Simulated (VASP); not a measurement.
Wanted: the native input for a VASP 6.6.1 run.

| Item | Value |
| --- | --- |
| Task | relaxation of cell and atoms |
| Functional | PBEsol |
| Dispersion | D3(BJ) |
| Potentials or basis | VASP PAW PBE potentials, release 64 (Mo_sv, Se) |
| Cutoff | 600 eV |
| k mesh | 9 × 9 × 2 |
| Occupations | fermi-dirac, width 0.05 eV |
| Spin | no spin polarisation |
| Further INCAR settings | ALGO = Normal; EDIFF = 1e-06; IBRION = 2; EDIFFG = -0.02; NSW = 40; ISIF = 3 |

The structure of MoSe2 lies in POSCAR:

```
MoSe2
1.0
    3.2880000000      0.0000000000      0.0000000000
   -1.6440000000      2.8474915276      0.0000000000
    0.0000000000      0.0000000000     12.9000000000
Mo Se
2 4
Direct
    0.6666666667      0.3333333333      0.7500000000
    0.3333333333      0.6666666667      0.2500000000
    0.6666666667      0.3333333333      0.3750000000
    0.3333333333      0.6666666667      0.8750000000
    0.6666666667      0.3333333333      0.1250000000
    0.3333333333      0.6666666667      0.6250000000
```

One way to write it, as run:

INCAR

```
SYSTEM = MoSe2
ALGO = Normal
EDIFF = 1E-6
EDIFFG = -0.02
ENCUT = 600
GGA = PS
IBRION = 2
ISIF = 3
ISMEAR = -1
IVDW = 12
LASPH = .TRUE.
LCHARG = .FALSE.
LREAL = .FALSE.
LWAVE = .FALSE.
NELM = 100
NSW = 40
PREC = Accurate
SIGMA = 0.05
```

KPOINTS

```
k-points
0
G
  9 9 2
  0 0 0
```

Potentials or basis: VASP PAW PBE potentials, release 64 (Mo_sv, Se).

Command:

```bash
$ cat potpaw_PBE.64/Mo_sv/POTCAR potpaw_PBE.64/Se/POTCAR > POTCAR
$ mpirun -np 1 vasp_std > vasp.out
```

It gave:

```
Relaxed volume                         : 18.62 Å³/atom
Relaxed cell                           : a = 3.230 Å, b = 3.230 Å, c = 12.365 Å, α = 90.00°, β = 90.00°, γ = 120.00°
Space group after relaxing (to 0.05 Å) : P6_3/mmc (No. 194)
Energy gained by relaxing              : 33.9 meV/atom
Ionic steps                            : 14
Pressure after relaxing                : 0.0 GPa
Largest force after relaxing           : 0.009 eV/Å
Band gap on the k mesh                 : 0.67 eV, indirect (least direct gap 1.53 eV)
Dispersion energy per atom             : -0.462 eV
```

Caveat: the PAW data sets were made with another functional, which shifts forces and pressure a little; an odd mesh through Γ misses points on the zone boundary, where band edges often lie.

It took 11 min on 1 thread of AMD EPYC 9R45 (Zen 5) (shared host), peak memory 0.32 GiB.
